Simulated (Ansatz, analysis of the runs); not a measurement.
# A homologous series of junctions, from (SiH2)2 chain with thiolate ends, between Au (111) faces with adatoms, part 2 of 6

How fast does the conductance fall as the molecule grows?

Ansatz 0.2.0; DFT PBE, plane waves, PAW; relaxation of a junction, electrodes held but for their tips (the session's first sound run).

So far. Step 2 (Relaxation of the scattering region, 82 atoms, molecule …): The largest force component on a free atom ends at 0.036 eV/Å, under the limit of 0.05. The apex atoms end 8.94 Å apart, and their nearest bridge atoms lie at 2.29 Å (Au–S) and 2.29 Å (Au–S).

## Step 3: Transmission between the leads, 82 atoms, molecule oligosilane 2, thiolate ends, units 2

This step: DFT PBE, plane waves, PAW; transmission of a junction between electrodes (Ansatz 0.2.0).

The cell is now read as a scatterer between two semi-infinite leads, named by two sites one period apart. The scattering states in its self-consistent potential are matched to the leads' states at each energy. A mesh across the current samples the surface zone of the faces.

File input.yaml:

```yaml
crystal:
  lattice:
    - [8.8246926292, 0.0, 0.0]
    - [4.4123463146, 7.6424079975, 0.0]
    - [0.0, 0.0, 30.1092881732]
  atoms:
    - { symbol: Au, position: [0.722222222, 0.722222222, -9.0e-10] }
    - { symbol: Au, position: [0.722222222, 0.055555556, -9.0e-10] }
    - { symbol: Au, position: [0.722222222, 0.388888889, -9.0e-10] }
    - { symbol: Au, position: [0.055555556, 0.722222222, -9.0e-10] }
    - { symbol: Au, position: [0.055555556, 0.055555556, -9.0e-10] }
    - { symbol: Au, position: [0.055555556, 0.388888889, -9.0e-10] }
    - { symbol: Au, position: [0.388888889, 0.722222222, -9.0e-10] }
    - { symbol: Au, position: [0.388888889, 0.055555556, -9.0e-10] }
    - { symbol: Au, position: [0.388888889, 0.388888889, -9.0e-10] }
    - { symbol: Au, position: [0.833333333, 0.833333333, 0.0797686441] }
    - { symbol: Au, position: [0.833333333, 0.166666667, 0.0797686441] }
    - { symbol: Au, position: [0.833333333, 0.5, 0.0797686441] }
    - { symbol: Au, position: [0.166666667, 0.833333333, 0.0797686441] }
    - { symbol: Au, position: [0.166666667, 0.166666667, 0.0797686441] }
    - { symbol: Au, position: [0.166666667, 0.5, 0.0797686441] }
    - { symbol: Au, position: [0.5, 0.833333333, 0.0797686441] }
    - { symbol: Au, position: [0.5, 0.166666667, 0.0797686441] }
    - { symbol: Au, position: [0.5, 0.5, 0.0797686441] }
    - { symbol: Au, position: [0.944444444, 0.944444444, 0.1595372891] }
    - { symbol: Au, position: [0.944444444, 0.277777778, 0.1595372891] }
    - { symbol: Au, position: [0.944444444, 0.611111111, 0.1595372891] }
    - { symbol: Au, position: [0.277777778, 0.944444444, 0.1595372891] }
    - { symbol: Au, position: [0.277777778, 0.277777778, 0.1595372891] }
    - { symbol: Au, position: [0.277777778, 0.611111111, 0.1595372891] }
    - { symbol: Au, position: [0.611111111, 0.944444444, 0.1595372891] }
    - { symbol: Au, position: [0.611111111, 0.277777778, 0.1595372891] }
    - { symbol: Au, position: [0.611111111, 0.611111111, 0.1595372891] }
    - { symbol: Au, position: [0.055555556, 0.055555556, 0.2393059341] }
    - { symbol: Au, position: [0.055555556, 0.388888889, 0.2393059341] }
    - { symbol: Au, position: [0.055555556, 0.722222222, 0.2393059341] }
    - { symbol: Au, position: [0.388888889, 0.055555556, 0.2393059341] }
    - { symbol: Au, position: [0.388888889, 0.388888889, 0.2393059341] }
    - { symbol: Au, position: [0.388888889, 0.722222222, 0.2393059341] }
    - { symbol: Au, position: [0.722222222, 0.055555556, 0.2393059341] }
    - { symbol: Au, position: [0.722222222, 0.388888889, 0.2393059341] }
    - { symbol: Au, position: [0.722222222, 0.722222222, 0.2393059341] }
    - { symbol: Au, position: [0.4953268228, 0.5012058323, 0.3116085553] }
    - { symbol: S, position: [0.37623212, 0.498940995, 0.3789441296] }
    - { symbol: Si, position: [0.5610163459, 0.5000345149, 0.4249803579] }
    - { symbol: Si, position: [0.4389836541, 0.4999654851, 0.4952509954] }
    - { symbol: S, position: [0.62376788, 0.501059005, 0.5412872236] }
    - { symbol: H, position: [0.5790066191, 0.659237188, 0.4208185979] }
    - { symbol: H, position: [0.7384869215, 0.3412040639, 0.4208679478] }
    - { symbol: H, position: [0.2615130785, 0.6587959361, 0.4993634054] }
    - { symbol: H, position: [0.4209933809, 0.340762812, 0.4994127553] }
    - { symbol: Au, position: [0.5046731772, 0.4987941677, 0.6086227979] }
    - { symbol: Au, position: [0.277777778, 0.277777778, 0.6809254191] }
    - { symbol: Au, position: [0.277777778, 0.611111111, 0.6809254191] }
    - { symbol: Au, position: [0.277777778, 0.944444444, 0.6809254191] }
    - { symbol: Au, position: [0.611111111, 0.277777778, 0.6809254191] }
    - { symbol: Au, position: [0.611111111, 0.611111111, 0.6809254191] }
    - { symbol: Au, position: [0.611111111, 0.944444444, 0.6809254191] }
    - { symbol: Au, position: [0.944444444, 0.277777778, 0.6809254191] }
    - { symbol: Au, position: [0.944444444, 0.611111111, 0.6809254191] }
    - { symbol: Au, position: [0.944444444, 0.944444444, 0.6809254191] }
    - { symbol: Au, position: [0.388888889, 0.388888889, 0.7606940641] }
    - { symbol: Au, position: [0.388888889, 0.722222222, 0.7606940641] }
    - { symbol: Au, position: [0.388888889, 0.055555556, 0.7606940641] }
    - { symbol: Au, position: [0.722222222, 0.388888889, 0.7606940641] }
    - { symbol: Au, position: [0.722222222, 0.722222222, 0.7606940641] }
    - { symbol: Au, position: [0.722222222, 0.055555556, 0.7606940641] }
    - { symbol: Au, position: [0.055555556, 0.388888889, 0.7606940641] }
    - { symbol: Au, position: [0.055555556, 0.722222222, 0.7606940641] }
    - { symbol: Au, position: [0.055555556, 0.055555556, 0.7606940641] }
    - { symbol: Au, position: [0.5, 0.5, 0.8404627091] }
    - { symbol: Au, position: [0.5, 0.833333333, 0.8404627091] }
    - { symbol: Au, position: [0.5, 0.166666667, 0.8404627091] }
    - { symbol: Au, position: [0.833333333, 0.5, 0.8404627091] }
    - { symbol: Au, position: [0.833333333, 0.833333333, 0.8404627091] }
    - { symbol: Au, position: [0.833333333, 0.166666667, 0.8404627091] }
    - { symbol: Au, position: [0.166666667, 0.5, 0.8404627091] }
    - { symbol: Au, position: [0.166666667, 0.833333333, 0.8404627091] }
    - { symbol: Au, position: [0.166666667, 0.166666667, 0.8404627091] }
    - { symbol: Au, position: [0.611111111, 0.611111111, 0.9202313541] }
    - { symbol: Au, position: [0.611111111, 0.944444444, 0.9202313541] }
    - { symbol: Au, position: [0.611111111, 0.277777778, 0.9202313541] }
    - { symbol: Au, position: [0.944444444, 0.611111111, 0.9202313541] }
    - { symbol: Au, position: [0.944444444, 0.944444444, 0.9202313541] }
    - { symbol: Au, position: [0.944444444, 0.277777778, 0.9202313541] }
    - { symbol: Au, position: [0.277777778, 0.611111111, 0.9202313541] }
    - { symbol: Au, position: [0.277777778, 0.944444444, 0.9202313541] }
    - { symbol: Au, position: [0.277777778, 0.277777778, 0.9202313541] }
kpoints:
  mp_grid: { grid: [4, 4, 1] }
scf:
  occupations: { method: fermi_dirac, width: 0.1 }
hamiltonian:
  xc: pbe
output:
  transmission: { leads: [[73, 0]], e_range: [-0.7, 0.7], de: 0.035, kmesh: [4, 4] }
  dos: { projected: true, e_range: [-5, 4] }
  write_potential: true
  write_density: true
  volumetric_format: npy
```

The run is started by

```console
$ ansatz run input.yaml --threads 16 --pin off --max-ram 61440MiB --backend cuda --events-out ev --progress --plain --runs-dir out --max-vram 78GiB
```

Numbers of over 12 decimals in the logs are rounded to 6 here.

The log of the run:

```text
[...]
Crystal: 82 atoms, lattice volume = 2030.628 Å³
Basis set: ecut = 420 eV, 39707 PW (Γ)
Bands: 858, of which v1, the nominal top of the filled ones, is band 715 counted from 1 (714 counted from 0)
Symmetry: 2 space group operations
[...]
k-points: 10 of 16
[...]
SCF iter   1: F=—  HF=-976184.693196 eV  |F-HF|=—  |Δ(HF+E_count)|=         —  Δρ=4.42e-3  dr2=2.11e1  ethr=1.77e-3  ⟨swp⟩=6.0  Hψ=33234  notcnv=0  defer=174
[...]
SCF iter   9: F=-976184.148312 eV  HF=-976184.148312 eV  |F-HF|=2.75e-8  |Δ(HF+E_count)|=   3.91e-8  Δρ=1.10e-6  dr2=4.08e-8  ethr=6.99e-12  ⟨swp⟩=13.4  Hψ=40097  notcnv=0
SCF 1 converged in 9 iterations: F = -976184.148312 eV  dr2 = 4.08e-8
[...]
transmission: 47 of 470 steps passed
transmission: 98 of 470 steps passed
[...]
transmission: 470 of 470 steps passed
[...]
SCF converged after 9 iterations
[...]
--- Transmission ---
  basis      : 595 plane waves across, 47 finite elements along
  points     : 10, standing for a mesh of 4 x 4
  on the GPU : 10 of these points
  filling    : by the input's occupations and mesh, since the crystals that have channels conduct as metals do. If one of these is a semiconductor, that mesh has misplaced its level
  energies   : 41 from -0.700000 to 0.700000 eV about the Fermi level, 0.035000 eV apart; the leads are filled to 0.000000 eV, and channels, transmission and decay are at 0.000000 eV
  crystal 0  : Au9, at the sites [73, 0], period 2.4018 Å, over 19.21 Å; its Hamiltonian steps by up to 23.8 meV
    offset         : up to 0.0000 Å between an atom of the period and one for which it stands
    filled         : 4.9 meV over the level at which it is neutral
    channels       : 7.687500e0 a spin
    conductance    : 8.8246e14 S/m² at 300 K; may be off by some 0.0 % by where its bands' edges are placed, 11.5 % from the k-mesh, 0.0 % from the distance to neutral
  junction   : crystal 0 to crystal 0, -0.50 to 27.20 Å
    transmission   : 1.834431e-1 a spin
    conductance    : 2.0531e13 S/m² at 300 K (3.1363e13 on every other point, 2.0531e13 on every other energy)
    error estimate : 0.0 % from the energy spacing and 2.0 % from band edges of the leads and from resonances (wavevectors taken as independent; lower de), 105.8 % from the k-mesh, 25.0 % from the steps of its leads' Hamiltonians or their offsets (lay more layers), 1.5 % from the distance to neutral
    resistance     : 4.7574e-2 Ω µm² beyond half of each lead's own
```

It took 2.8 min on 1 × NVIDIA GB200 with 16 threads of Arm Neoverse V2, shared host; peak memory 18 GiB.

The column dr2 measures how far the density is from self-consistency, as an energy; F and HF (Harris–Foulkes) agree once it is small.

Numbers from this step:

```yaml
energy_at_zero_smearing: -976183.6496 eV
transmission_at_the_energy_nearest_the_fermi_level_one_spin: 0.1834
step_of_the_lead_s_hamiltonian: 23.8 meV
conductance_of_the_junction: 0.1787 G₀
conductance_of_the_bulk_lead_a_3x3_cell_mean_over_the_mesh: 7.681 G₀
channels_of_the_bulk_lead_one_spin_mean_over_the_mesh: 7.688
```

The transmission, one spin by energy, zero at the Fermi level:

energy (eV), transmission, one spin and a bar:
```
   -0.700       0.83 ##################
   -0.665       0.90 ####################
   -0.630       1.07 ########################
   -0.595       1.27 ############################
   -0.560       1.35 ##############################
   -0.525       1.33 ##############################
   -0.490       1.19 ##########################
   -0.420       0.63 #############
   -0.385       0.46 ##########
   -0.350       0.37 #######
   -0.315       0.31 ######
   -0.280       0.27 #####
   -0.245       0.25 #####
   -0.210       0.26 #####
   -0.175       0.25 #####
   -0.140       0.21 ####
   -0.105       0.20 ####
   -0.070       0.20 ####
   -0.035       0.21 ####
    0.000       0.18 ###
    0.035       0.15 ###
    0.070       0.12 ##
    0.105       0.12 ##
    0.140       0.12 ##
    0.175       0.11 #
    0.210       0.09 #
    0.245       0.10 #
    0.280       0.11 ##
    0.315       0.15 ###
    0.350       0.30 ######
    0.385       0.42 #########
    0.420       0.39 ########
    0.490       0.08 #
    0.525       0.06 
    0.560       0.05 
    0.595       0.05 
    0.630       0.04 
    0.665       0.04 
    0.700       0.04
```

The open channels of the lead, one spin by energy, zero at the Fermi level:

```
energy (eV)  open channels of the lead, one spin
     -0.700                                 5.81
     -0.665                                 5.81
     -0.630                                 5.81
     -0.595                                 5.81
     -0.560                                 5.81
     -0.525                                 5.81
     -0.490                                 5.81
     -0.420                                 6.56
     -0.385                                 6.56
     -0.350                                 6.56
     -0.315                                 7.31
     -0.280                                 7.69
     -0.245                                 7.69
     -0.210                                 7.69
     -0.175                                 7.69
     -0.140                                 7.69
     -0.105                                 7.69
     -0.070                                 7.69
     -0.035                                 7.69
      0.000                                 7.69
      0.035                                 7.69
      0.070                                 7.06
      0.105                                 7.69
      0.140                                 7.69
      0.175                                 7.69
      0.210                                 7.31
      0.245                                 7.31
      0.280                                 7.31
      0.315                                 7.31
      0.350                                 7.31
      0.385                                 7.31
      0.420                                 7.31
      0.490                                 7.31
      0.525                                 7.31
      0.560                                 7.31
      0.595                                 7.31
      0.630                                 7.31
      0.665                                 7.25
      0.700                                 7.31
```

The planar mean of the electrostatic potential energy, less the Fermi level oscillates, so the rows of the table below give means over windows of 1 Å about each position, cut where the curve ends. Its maxima inside the range that stand out by 2 % of the span (Å: eV): 1.1: 0.773, 3.5: 0.647, 6.0: 0.968, 10.5: 4.92, 13.9: 4.88, 17.1: 4.91, 21.6: 0.818, 24.1: 0.929, 26.5: 0.911, 28.9: 0.859. Its minima: 2.4: -16.2, 4.9: -16.1, 7.2: -16.0, 12.8: 2.85, 15.1: 2.78, 20.5: -16.0, 23.0: -16.1, 25.4: -16.1, 27.6: -16.0.

Table of planar mean of the electrostatic potential energy, less the Fermi level by z; means over each step:

```
z (Å)  planar mean of the electrostatic potential energy, less the Fermi level (eV)
    0                                                                         -13.8
    1                                                                         -2.71
    2                                                                         -10.8
    3                                                                         -7.89
    4                                                                         -4.70
    5                                                                         -13.1
    6                                                                         -1.72
    7                                                                         -12.8
    8                                                                         -4.11
    9                                                                          2.96
   10                                                                          3.99
   11                                                                          4.36
   12                                                                          3.83
   13                                                                          3.47
   14                                                                          4.57
   15                                                                          3.29
   16                                                                          3.97
   17                                                                          4.56
   18                                                                          3.48
   19                                                                          2.70
   20                                                                         -9.01
   21                                                                         -9.22
   22                                                                         -3.61
   23                                                                         -13.6
   24                                                                         -2.10
   25                                                                         -12.0
   26                                                                         -6.34
   27                                                                         -6.14
   28                                                                         -12.2
   29                                                                         -1.99
```

By hand: the program gives 2.0531 × 10^13 S/m² over the cell's cross-section of 67.44 Å² = 6.744 × 10^-19 m², so one cell conducts 1.385 × 10^-5 S. Divided by G0 = 2e²/h = 7.748 × 10^-5 S this is 0.179 G0, a resistance of 72.2 kΩ.

The conductance is 0.179 G₀. The value hangs on where a semilocal functional puts the molecule's levels, which is known only roughly. The lead's Hamiltonian steps by 23.8 meV, which the program lets pass, though it counts in the error estimate. The largest term of the program's error estimate is 106 %, from the k-mesh.

## Step 4: Conductance and thermopower from T(E), 82 atoms

This step: Landauer integrals over the computed T(E), interpolated linearly between its energies (analysis of the runs above).

Conductance and thermopower are moments of T(E) over the thermal window; sliding the window along E stands for a gate that leaves T(E) rigid.

This step gave:

```yaml
conductance_at_300_k_interpolated_from_t_e: 0.1771 G₀
thermopower_at_300_k: 22.04 μV/K
lorenz_number_over_l0: 0.9270
```

T(E) held rigid; rough near sharp steps of T(E). Conductance at 300 K against shift of the leads' level:

```
shift of the leads' level (eV)  conductance at 300 K (G₀)
                        -0.350                      0.407
                        -0.300                      0.312
                        -0.250                      0.270
                        -0.200                      0.251
                        -0.150                      0.228
                        -0.100                      0.208
                        -0.050                      0.198
                         0.000                      0.177
                         0.050                      0.146
                         0.100                      0.125
                         0.150                      0.112
                         0.200                      0.104
                         0.250                      0.115
                         0.300                      0.170
                         0.350                      0.272
```

T(E) held rigid; rough near sharp steps of T(E). Table of thermopower at 300 K by shift of the leads' level:

```
shift of the leads' level (eV)  thermopower at 300 K (μV/K)
                        -0.350                         48.8
                        -0.300                         32.1
                        -0.250                         16.6
                        -0.200                         11.9
                        -0.150                         14.7
                        -0.100                         10.4
                        -0.050                         10.7
                         0.000                         22.0
                         0.050                         26.7
                         0.100                         18.6
                         0.150                         13.6
                         0.200                        -1.41
                         0.250                        -39.8
                         0.300                        -66.8
                         0.350                        -43.2
```

The two levels move by half the bias each and T(E) is held rigid. Table of current from the zero-bias T(E) by bias:

```
bias (V)  current from the zero-bias T(E) (μA)
   0.000                                     0
   0.100                                  1.36
   0.200                                  2.66
   0.300                                  3.96
   0.400                                  5.31
   0.500                                  6.73
   0.600                                  8.38
   0.700                                  10.6
   0.800                                  13.7
```

By hand, Mott's formula: S = −(π²k²T/3e) d ln T/dE, and π²k²T/3e = 7.33 μV/K × eV at 300 K. The computed T is 0.200 at -0.070 eV and 0.120 at +0.070 eV, so d ln T/dE ≈ -3.63 per eV and S ≈ 26.6 μV/K, against 22.0 from the integrals.

The thermopower is 22.0 μV/K. The Lorenz ratio is 0.93, where the Wiedemann-Franz law gives 1. These values rest on a semilocal level alignment and on the mesh across the current. Moving the level by up to 0.1 eV either way gives 10 to 27 μV/K.

(Part 2 of 6 ends here.)

[Logs are printed without paths, hosts, clocks, repeated set-up lines and the standing remarks that a program may print on its own settings, such as how far it seeks lower states.]

[Hosts, paths, dates, database ids (printed as entryN), source tags and the programs' standing remarks are cut or masked in the printed files.]
